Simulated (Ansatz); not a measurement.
Input of an Ansatz 0.2.0 run:

The input input.yaml:

```yaml
crystal:
  lattice:
    - [6.107, -1.51855, 0.0]
    - [6.107, 1.51855, 0.0]
    - [-1.3859888959, 0.0, 5.630008738]
  atoms:
    - { symbol: Ga, position: [0.34134, 0.34134, 0.68598] }
    - { symbol: Ga, position: [0.65866, 0.65866, 0.31402] }
    - { symbol: Ga, position: [0.9095, 0.9095, 0.2054] }
    - { symbol: Ga, position: [0.0905, 0.0905, 0.7946] }
    - { symbol: O, position: [0.5041, 0.5041, 0.7434] }
    - { symbol: O, position: [0.4959, 0.4959, 0.2566] }
    - { symbol: O, position: [0.8267, 0.8267, 0.4368] }
    - { symbol: O, position: [0.1733, 0.1733, 0.5632] }
    - { symbol: O, position: [0.8355, 0.8355, 0.8902] }
    - { symbol: O, position: [0.1645, 0.1645, 0.1098] }
hamiltonian:
  xc: pbesol
  pseudopotentials: { kind: paw }
  dispersion: d3bj
kpoints:
  mp_grid: { grid: [9, 9, 5] }
scf:
  occupations: { method: fermi_dirac, width: 0.05 }
output:
  forces: true
  stress: true
relax:
  f_tol: 0.01
  max_steps: 40
  cell: { stress_tol: 0.05 }
```

Potentials or basis: Ansatz PAW.

Run with:

```console
$ ansatz run input.yaml --threads 2 --pin off --max-ram 5120MiB --backend cpu --events-out ev --progress --plain --runs-dir out
```

(1) What does it give for the relaxed cell?

(2) Estimate the space group after relaxing (to 0.05 Å).

(3) Estimate the relaxed volume.

Answers

(1) a = 6.282 Å, b = 6.282 Å, c = 5.787 Å, α = 103.30°, β = 103.30°, γ = 27.95°.

(2) C2/m (No. 12).

(3) 10.40 Å³/atom.

Caveat: the pressure holds a Pulay correction of +0.8 GPa for the finite cutoff; the PAW data sets come from PBE, with cores solved anew for the run's functional, which leaves a small shift of forces and pressure.
